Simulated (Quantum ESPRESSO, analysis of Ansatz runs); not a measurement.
**HfO2 (P2_1/c), nudged elastic band: V_O hop (2.6 Å) (q = 0) (Quantum ESPRESSO)**

Wanted: path and barrier of a jump of O in HfO2 (P2_1/c) at charge 0. The case: V_O hop (2.6 Å), in a cell of 48 host atoms with 1 O taken out.

Program: Quantum ESPRESSO 7.5. Level of theory: Quantum ESPRESSO plane-wave DFT, PBEsol, GBRV 1.5 PBEsol potentials; nudged elastic band between two relaxed defect structures. Results are calculated unless marked as measured.

**1. Set-up**

The cell holds 47 atoms: 16 Hf and 31 O. Cell: a = 9.411 Å, b = 8.427 Å, c = 9.411 Å, α = 110.9°, β = 113.5°, γ = 108.4°. It derives from HfO2 (space group P2_1/c). Nearest the centre at fractional (0.490, 0.339, 0.598): O17 at 1.29 Å, Hf10 at 1.73 Å, Hf15 at 1.74 Å, O37 at 2.55 Å, O36 at 2.67 Å, O25 at 2.84 Å, O32 at 2.93 Å, O24 at 2.95 Å.

The cell's shortest repeat is 8.4 Å.

**2. Relaxation of the start point, charge 0**

The ends come first: from an unrelaxed start the top is counted from too high an energy, and the barrier comes out too low. Small random displacements break the symmetry of the ideal sites, so that the defect can distort if it gains by it.

The input, pw.in:

```
&CONTROL
  calculation = 'relax'
  prefix = 'pwscf'
  outdir = './tmp'
  pseudo_dir = './pseudo'
  tprnfor = .true.
  disk_io = 'low'
  nstep = 70
  forc_conv_thr = 0.00078
  etot_conv_thr = 0.0001
/
&SYSTEM
  ibrav = 0
  nat = 47
  ntyp = 2
  ecutwfc = 36
  ecutrho = 288
  nbnd = 193
  occupations = 'fixed'
  nosym = .true.
/
&ELECTRONS
  conv_thr = 5d-08
  electron_maxstep = 100
  mixing_beta = 0.5
/
&IONS
  ion_dynamics = 'bfgs'
/
ATOMIC_SPECIES
Hf   178.4900 hf_pbesol_v1.uspp.F.UPF
O     15.9990 o_pbesol_v1.2.uspp.F.UPF
CELL_PARAMETERS angstrom
  -5.9416700285    5.1632182997    5.1583953554
   4.2040263166   -5.1632182997    5.1655565942
   5.9416700285    5.1632182997   -5.1583953554
ATOMIC_POSITIONS crystal
Hf     0.0828607078    0.4903100584    0.8693646187
Hf     0.0797020461    0.9883372075    0.3643934942
Hf     0.5844084284    0.4915541560    0.3702292642
Hf     0.5855223346    0.9918887053    0.8672820150
Hf     0.3719733552    0.2576241923    0.8375144890
Hf     0.3716377789    0.7577123301    0.3387688733
Hf     0.8718611598    0.2533615908    0.3365899643
Hf     0.8727530563    0.7575715305    0.8368622614
Hf     0.4142084968    0.0041939045    0.1319216280
Hf     0.4176581378    0.5052157106    0.6294133863
Hf     0.9150641300    0.0032176886    0.6290412451
Hf     0.9177882485    0.5041033081    0.1326336500
Hf     0.1258745824    0.2406378488    0.1619763497
Hf     0.1280374871    0.7419357175    0.6600494683
Hf     0.6273286960    0.2431507363    0.6584294085
Hf     0.6266551930    0.7402540104    0.1587795782
O      0.3651648286    0.2144150034    0.5958071659
O      0.3629941194    0.7129162640    0.0916029614
O      0.8640895308    0.2130004264    0.0958426350
O      0.8628575048    0.7139120091    0.5972595594
O      0.3779111031    0.0378785288    0.8961628835
O      0.3780980665    0.5327712991    0.3935088152
O      0.8795188293    0.0349580680    0.4001772337
O      0.8780389952    0.5318234312    0.8968180593
O      0.1409367706    0.2880637681    0.4053501777
O      0.1360402805    0.7868211000    0.9071814287
O      0.6404139886    0.2845271708    0.9082823531
O      0.6398293829    0.7831765220    0.4062524969
O      0.1173269750    0.4635524776    0.0991485149
O      0.1239705191    0.9647498954    0.6042347895
O      0.6214887550    0.9624654880    0.1047972758
O      0.3407351141    0.2095474833    0.2102702471
O      0.3375320015    0.7008740224    0.7057614443
O      0.8377849414    0.2012726587    0.7041840501
O      0.8410515548    0.7043357591    0.2102037784
O      0.5046151692    0.0444849343    0.3828068353
O      0.5040594910    0.5471692801    0.8830046973
O      0.9993543482    0.0457787557    0.8827297393
O      1.0000183805    0.5455963728    0.3814233474
O      0.1632420287    0.2932532100    0.7928361192
O      0.1572755534    0.7944572401    0.2900624906
O      0.6597002030    0.2926785315    0.2886661515
O      0.6597530563    0.7904402304    0.7909110246
O     -0.0022842557    0.4588639251    0.6160949229
O     -0.0025639529    0.9576501082    0.1142311264
O      0.4971831101    0.4575784705    0.1186511215
O      0.4981002206    0.9575238908    0.6141052090
K_POINTS gamma
```

Started as:

```
$ OMP_NUM_THREADS=1 mpirun -n 4 pw.x -in pw.in > pw.out
```

Output:

```text
[shortened: banners, details of potentials and solvers, and blank lines are left out]
     gamma-point specific algorithms are used
     one sub-group per band group will be used
     scalapack distributed-memory algorithm (size of sub-group:  2*  2 procs)
     bravais-lattice index     =            0
     lattice parameter (alat)  =      17.7847  a.u.
     unit-cell volume          =    3650.0307 (a.u.)^3
     number of atoms/cell      =           47
     number of atomic types    =            2
     number of electrons       =       378.00
     number of Kohn-Sham states=          193
     kinetic-energy cutoff     =      36.0000  Ry
     charge density cutoff     =     288.0000  Ry
     scf convergence threshold =      5.0E-08
     mixing beta               =       0.5000
     number of iterations used =            8  plain     mixing
     energy convergence thresh.=      1.0E-04
     force convergence thresh. =      7.8E-04
     Exchange-correlation= SLA  PW   PSX  PSC
                           (   1   4  10   8   0   0   0)
     nstep                     =           70
     crystal axes: (cart. coord. in units of alat)
               a(1) = (  -0.631338   0.548623   0.548110 )
               a(2) = (   0.446703  -0.548623   0.548871 )
               a(3) = (   0.631338   0.548623  -0.548110 )
     PseudoPot. # 1 for Hf read from file:
     hf_pbesol_v1.uspp.F.UPF
     Pseudo is Ultrasoft + core correction, Zval = 12.0
[...]
PseudoPot. # 2 for O  read from file:
     o_pbesol_v1.2.uspp.F.UPF
     Pseudo is Ultrasoft + core correction, Zval =  6.0
[...]
atomic species   valence    mass     pseudopotential
     Hf               12.00   178.49000     Hf( 1.00)
     O                 6.00    15.99900     O ( 1.00)
     No symmetry found
     site n.     atom                  positions (alat units)
         1        Hf     tau(   1) = (   0.7155729   0.2534173  -0.1619739  )
         2        Hf     tau(   2) = (   0.6212298  -0.2985835   0.3864277  )
         3        Hf     tau(   3) = (   0.0843593   0.2540582   0.3871939  )
         4        Hf     tau(   4) = (   0.6209653   0.2528689   0.3899839  )
         5        Hf     tau(   5) = (   0.4089954   0.5222142  -0.1137654  )
         6        Hf     tau(   6) = (   0.3177210  -0.0259530   0.4339024  )
         7        Hf     tau(   7) = (  -0.2247597   0.5239840   0.4324507  )
         8        Hf     tau(   8) = (   0.3157503   0.5223131   0.4354815  )
[...]
number of k points=     1
                       cart. coord. in units 2pi/alat
        k(    1) = (   0.0000000   0.0000000   0.0000000), wk =   2.0000000
     Dense  grid:   150556 G-vectors     FFT dimensions: ( 100,  90, 100)
     Smooth grid:    53237 G-vectors     FFT dimensions: (  72,  64,  72)
     Check: negative core charge=   -0.000005
     starting charge     345.9999, renormalised to     378.0000
     Self-consistent Calculation
     iteration #  1     ecut=    36.00 Ry     beta= 0.50
     total energy              =   -3541.01408746 Ry
     estimated scf accuracy    <      16.05128366 Ry
     iteration #  2     ecut=    36.00 Ry     beta= 0.50
     total energy              =   -3542.94667552 Ry
     estimated scf accuracy    <       2.21765602 Ry
     iteration #  3     ecut=    36.00 Ry     beta= 0.50
     total energy              =   -3543.26346912 Ry
     estimated scf accuracy    <       0.11257104 Ry
[...]
estimated scf accuracy    <       0.00000293 Ry
     iteration # 10     ecut=    36.00 Ry     beta= 0.50
     total energy              =   -3543.29909026 Ry
     estimated scf accuracy    <       0.00000033 Ry
[... 151 further cycles ...]
     iteration #  7     ecut=    36.00 Ry     beta= 0.50
     total energy              =   -3543.33426007 Ry
     estimated scf accuracy    <          2.1E-09 Ry
     iteration #  8     ecut=    36.00 Ry     beta= 0.50
     End of self-consistent calculation
          k = 0.0000 0.0000 0.0000 (  6643 PWs)   bands (ev):
   -49.3860 -49.3725 -49.3662 -49.3627 -49.3610 -49.3590 -49.3557 -49.3507
   -49.3476 -49.3439 -49.3392 -49.3282 -49.2245 -49.2065 -49.1032 -49.0578
   -18.5103 -18.4876 -18.4570 -18.4205 -18.4135 -18.3945 -18.3886 -18.3615
   -18.3558 -18.3466 -18.3424 -18.3269 -18.3004 -18.2953 -18.2638 -18.2509
   -18.2368 -18.2278 -18.2248 -18.2139 -18.1944 -18.1543 -18.1368 -18.1344
   -18.1128 -18.1002 -18.0970 -18.0761 -18.0637 -18.0507 -18.0391 -18.0231
   -18.0193 -18.0062 -17.9987 -17.9872 -17.9803 -17.9694 -17.9625 -17.9459
   -17.9230 -17.9118 -17.8992 -17.8830 -17.8518 -17.8119 -17.7511 -17.6892
[...]
15.4272
     highest occupied, lowest unoccupied level (ev):    13.1165   15.0215
!    total energy              =   -3543.33426007 Ry
     estimated scf accuracy    <          1.6E-10 Ry
     The total energy is the sum of the following terms:
     one-electron contribution =    -554.49417302 Ry
     hartree contribution      =     494.62690476 Ry
     xc contribution           =   -1431.55667394 Ry
     ewald contribution        =   -2051.91031786 Ry
     convergence has been achieved in   8 iterations
     Forces acting on atoms (cartesian axes, Ry/au):
     atom    1 type  1   force =     0.00054961    0.00006939   -0.00022566
     atom    2 type  1   force =     0.00019006    0.00019755   -0.00024342
     atom    3 type  1   force =    -0.00058196   -0.00097121    0.00044824
     atom    4 type  1   force =     0.00002833    0.00106138    0.00007753
     atom    5 type  1   force =    -0.00009968   -0.00029648   -0.00010210
     atom    6 type  1   force =     0.00052349    0.00057723    0.00029750
     atom    7 type  1   force =    -0.00005328   -0.00061248    0.00050349
     atom    8 type  1   force =     0.00041307   -0.00044715    0.00010211
[...]
Total force =     0.004867     Total SCF correction =     0.000050
     Energy error            =      5.4E-05 Ry
     Gradient error          =      1.1E-03 Ry/Bohr
     number of scf cycles    =  20
     number of bfgs steps    =  19
     energy             old  =   -3543.3342060224 Ry
     energy             new  =   -3543.3342600708 Ry
     CASE: energy            _new < energy            _old
     new trust radius        =       0.0055308250 bohr
     new conv_thr            =       0.0000000005 Ry
ATOMIC_POSITIONS (crystal)
Hf               0.0829144576        0.4909296514        0.8654842235
Hf               0.0828897976        0.9927356699        0.3672081832
Hf               0.5820450682        0.4913338716        0.3668803330
Hf               0.5820589627        0.9914718519        0.8656832527
Hf               0.3758723449        0.2576862833        0.8396494774
Hf               0.3747593794        0.7577644338        0.3398296182
Hf               0.8748123871        0.2565255825        0.3396049778
Hf               0.8737508170        0.7563906517        0.8406367128
[...]
Check: negative core charge=   -0.000005
     Self-consistent Calculation
     iteration #  1     ecut=    36.00 Ry     beta= 0.50
     total energy              =   -3543.33429028 Ry
     estimated scf accuracy    <       0.00003522 Ry
     iteration #  2     ecut=    36.00 Ry     beta= 0.50
     total energy              =   -3543.33429349 Ry
     estimated scf accuracy    <       0.00000484 Ry
     iteration #  3     ecut=    36.00 Ry     beta= 0.50
     total energy              =   -3543.33429437 Ry
     estimated scf accuracy    <       0.00000106 Ry
[...]
estimated scf accuracy    <       0.00000003 Ry
     iteration #  6     ecut=    36.00 Ry     beta= 0.50
     total energy              =   -3543.33429455 Ry
     estimated scf accuracy    <          2.9E-09 Ry
     iteration #  7     ecut=    36.00 Ry     beta= 0.50
     total energy              =   -3543.33429455 Ry
     estimated scf accuracy    <          7.5E-10 Ry
     iteration #  8     ecut=    36.00 Ry     beta= 0.50
     End of self-consistent calculation
          k = 0.0000 0.0000 0.0000 (  6643 PWs)   bands (ev):
   -49.3836 -49.3724 -49.3663 -49.3631 -49.3610 -49.3594 -49.3562 -49.3489
   -49.3480 -49.3433 -49.3383 -49.3287 -49.2236 -49.2054 -49.1038 -49.0576
   -18.5102 -18.4876 -18.4568 -18.4201 -18.4133 -18.3940 -18.3888 -18.3611
   -18.3560 -18.3466 -18.3423 -18.3266 -18.2996 -18.2950 -18.2637 -18.2506
   -18.2365 -18.2277 -18.2246 -18.2135 -18.1942 -18.1540 -18.1362 -18.1344
   -18.1126 -18.1001 -18.0973 -18.0754 -18.0635 -18.0506 -18.0393 -18.0231
   -18.0191 -18.0059 -17.9982 -17.9866 -17.9799 -17.9692 -17.9627 -17.9459
   -17.9225 -17.9115 -17.8989 -17.8826 -17.8517 -17.8117 -17.7510 -17.6885
[...]
15.4263
     highest occupied, lowest unoccupied level (ev):    13.1175   15.0218
!    total energy              =   -3543.33429455 Ry
     estimated scf accuracy    <          6.1E-11 Ry
     The total energy is the sum of the following terms:
     one-electron contribution =    -554.60439735 Ry
     hartree contribution      =     494.68316628 Ry
     xc contribution           =   -1431.55853602 Ry
     ewald contribution        =   -2051.85452746 Ry
     convergence has been achieved in   8 iterations
     Forces acting on atoms (cartesian axes, Ry/au):
     atom    1 type  1   force =     0.00028403    0.00022452   -0.00023218
     atom    2 type  1   force =     0.00036788    0.00008534   -0.00052370
     atom    3 type  1   force =    -0.00036488   -0.00023010    0.00021704
     atom    4 type  1   force =     0.00000149    0.00068845   -0.00011796
     atom    5 type  1   force =    -0.00022447    0.00003748   -0.00005156
     atom    6 type  1   force =     0.00010414    0.00035219    0.00011658
     atom    7 type  1   force =    -0.00003280   -0.00025440    0.00032564
     atom    8 type  1   force =    -0.00002034   -0.00025033    0.00050065
[...]
Total force =     0.003732     Total SCF correction =     0.000033
     Energy error            =      3.4E-05 Ry
     Gradient error          =      7.7E-04 Ry/Bohr
     bfgs converged in  21 scf cycles and  20 bfgs steps
     (criteria: energy <  1.0E-04 Ry, force <  7.8E-04 Ry/Bohr)
     End of BFGS Geometry Optimization
     Final energy             =   -3543.3342945540 Ry
Begin final coordinates
ATOMIC_POSITIONS (crystal)
Hf               0.0829144576        0.4909296514        0.8654842235
Hf               0.0828897976        0.9927356699        0.3672081832
Hf               0.5820450682        0.4913338716        0.3668803330
Hf               0.5820589627        0.9914718519        0.8656832527
Hf               0.3758723449        0.2576862833        0.8396494774
Hf               0.3747593794        0.7577644338        0.3398296182
Hf               0.8748123871        0.2565255825        0.3396049778
Hf               0.8737508170        0.7563906517        0.8406367128
[...]
End final coordinates
   JOB DONE.
```

The job ended after 15 min (4 MPI ranks of AMD EPYC 7571, shared host; peak memory 1.4 GiB).

The steps of the relaxation:

```csv
step,energy less that of the first step (eV)
0,0.0000
1,-0.2447
2,-0.3560
3,-0.3787
4,-0.3954
5,-0.4044
6,-0.4133
7,-0.4211
8,-0.4301
9,-0.4394
10,-0.4483
11,-0.4552
12,-0.4605
13,-0.4650
14,-0.4690
15,-0.4725
16,-0.4751
17,-0.4767
18,-0.4778
19,-0.4785
20,-0.4790
```

The atoms that moved most (Å):

```csv
atom,dx,dy,dz,length
O42,0.108,0.138,-0.102,0.202
O44,-0.101,0.134,0.072,0.182
O33,-0.058,-0.116,0.121,0.177
O35,-0.067,-0.118,0.085,0.160
O36,0.083,-0.101,-0.091,0.160
O46,-0.091,0.092,0.070,0.147
O32,-0.096,-0.092,0.059,0.145
O39,0.063,-0.076,-0.090,0.133
```

Neighbours of O17 at the end:

| atom | distance (Å) |
| --- | --- |
| Hf2 | 2.148 |
| Hf5 | 2.162 |
| Hf15 | 2.189 |
| Hf10 | 2.192 |
| O37 | 2.523 |
| O25 | 2.564 |
| O30 | 2.659 |
| O27 | 2.717 |

Numbers from this step:

```
highest filled level                                                                              : 13.12 eV
lowest empty level                                                                                : 15.02 eV
r.m.s. move of the farther half of the atoms                                                      : 0.07544 Å
largest move from the ideal geometry of this structure, a common shift of the far atoms taken out : 0.1774 Å
```

The relaxation gained 0.479 eV and ended with a largest force component of 0.020 eV/Å.

[end of part 1 of 3]

[Logs are printed without paths, hosts, clocks, repeated set-up lines and the standing remarks that a program may print on its own settings, such as how far it seeks lower states.]

[Hosts, paths, dates, database ids (printed as entryN), source tags and the programs' standing remarks are cut or masked in the printed files.]
